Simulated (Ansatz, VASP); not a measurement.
AlN: VASP beside Ansatz

File INCAR:

```
SYSTEM = AlN
PREC     = Accurate       ! precision mode
ENCUT    = 520            ! plane-wave cutoff, eV
EDIFF    = 1E-6           ! SCF threshold, eV
ISMEAR   = -1             ! smearing method
SIGMA    = 0.01           ! smearing width, eV
LREAL    = .FALSE.        ! projectors in reciprocal space
LASPH    = .TRUE.         ! aspherical terms in the spheres
NELM     = 80             ! most SCF steps
ALGO     = Normal         ! electronic algorithm
ISIF     = 2              ! what is computed and relaxed
LWAVE    = .FALSE.        ! write WAVECAR
LCHARG   = .FALSE.        ! write CHGCAR
GGA      = CA             ! functional
NBANDS   = 11             ! bands
```

KPOINTS

```
regular mesh
0
G
  12 12 12
  0 0 0
```

The input POSCAR:

```
AlN
1.0
    0.0000000000      1.9647244322      1.9647244322
    1.9647244322      0.0000000000      1.9647244322
    1.9647244322      1.9647244322      0.0000000000
Al N
1 1
Direct
    0.0000000000      0.0000000000      0.0000000000
    0.5000000000      0.5000000000      0.5000000000
```

Input for Ansatz:

```yaml
crystal:
  lattice:
    - [0.0, 1.9647244322, 1.9647244322]
    - [1.9647244322, 0.0, 1.9647244322]
    - [1.9647244322, 1.9647244322, 0.0]
  atoms:
    - { symbol: Al, position: [0.0, 0.0, 0.0] }
    - { symbol: "N", position: [0.5, 0.5, 0.5] }
kpoints:
  mp_grid: { grid: [12, 12, 12] }
  band_path:
    path:
      - [0.0, 0.0, 0.0]
      - [0.5, 0.0, 0.5]
      - [0.625, 0.25, 0.625]
      - [0.375, 0.375, 0.75]
      - [0.0, 0.0, 0.0]
      - [0.5, 0.5, 0.5]
      - [0.5, 0.25, 0.75]
      - [0.5, 0.0, 0.5]
    npoints: 5
scf:
  occupations: { method: fermi_dirac, width: 0.01 }
hamiltonian:
  xc: lda
  pseudopotentials: { kind: all_electron, lapw: { basis_error: 0.0005 } }
output:
  forces: true
  stress: true
  eigenvalues: true
```

Change from the starting cell: volume scaled by 0.98.

Alike in both runs: task single point; functional LDA; k mesh 12 × 12 × 12; occupations fermi-dirac, width 0.01 eV; no spin polarisation.

|  | VASP | Ansatz |
| --- | --- | --- |
| version | VASP 6.6.1 | Ansatz 0.2.0 |
| potentials or method | VASP PAW LDA potentials, release 64 (Al, N) | all-electron LAPW, scalar-relativistic |
| plane-wave cutoff (eV) | 520 | see its input |

```tsv
	VASP	Ansatz	Ansatz less VASP
gap on the k mesh at the Fermi level (eV)	5.03	5.05	+0.022
pressure (GPa)	20.1	19.3	-0.87
```

Ansatz ran all-electron here, so the differences hold the error of VASP's frozen core and of both bases.

Caveats: so large a pressure means that the cell lies far from this level's equilibrium, or that cutoff or potentials fall short (VASP). A k mesh can miss the band edges.
